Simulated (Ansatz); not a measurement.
Cu, DFT, PBE, PAW with Ansatz's default frozen-core files, scalar-relativistic (Ansatz 0.2.0), run on 1 thread of Intel(R) Xeon(R) Platinum 8488C (Sapphire Rapids) on a shared host.

The structure comes from a relaxation in the same program, started in the bcc type, and has space group Im-3m. Whether it is a known phase or the ground state wasn't checked.

Command: `ansatz run input.yaml --threads 1 --pin off --max-ram 2048MiB --backend cpu --events-out ev --progress --plain --runs-dir out`

```yaml
crystal:
  lattice:
    - [-1.4426151253, 1.4426151253, 1.4426151253]
    - [1.4426151253, -1.4426151253, 1.4426151253]
    - [1.4426151253, 1.4426151253, -1.4426151253]
  atoms:
    - { symbol: Cu, position: [0.0, 0.0, 0.0] }
kpoints:
  mp_grid: { grid: [16, 16, 16] }
  band_path:
    path:
      - [0.0, 0.0, 0.0]
      - [0.5, -0.5, 0.5]
      - [0.0, 0.0, 0.5]
      - [0.0, 0.0, 0.0]
      - [0.25, 0.25, 0.25]
      - [0.5, -0.5, 0.5]
      - [0.25, 0.25, 0.25]
      - [0.0, 0.0, 0.5]
    npoints: 14
scf:
  occupations: { method: fermi_dirac, width: 0.08 }
hamiltonian:
  xc: pbe
  pseudopotentials: { kind: paw }
output:
  forces: true
  stress: true
  eigenvalues: true
  efg: { contact_densities: true }
  populations: true
  bader: true
  dos: { projected: true, de: 0.2, e_range: [-14, 8] }
  write_density: true
  write_potential: true
  elf: true
  volumetric_format: npy
```

(1) How large is the problem that the program sets up?

(2) Estimate the wall time and the peak memory.

(3) And the same cell and mesh by full-potential LAPW, asked for forces, stress, eigenvalues, populations, dos and the same band path, on the same hardware?

(4) And the same cell and mesh by crystal-made all-electron datasets, asked for forces, stress, eigenvalues, efg and the same band path, on the same hardware?

Results:

(1) 145 irreducible k-points, 225 plane waves at Γ, 14 bands.

(2) 16 s of wall time for 6 SCF iterations, with a peak of 0.46 GiB. Times on shared machines scatter by tens of per cent.

(3) 19 s, peak memory 0.41 GiB.

(4) 7.5 s, peak memory 0.46 GiB.
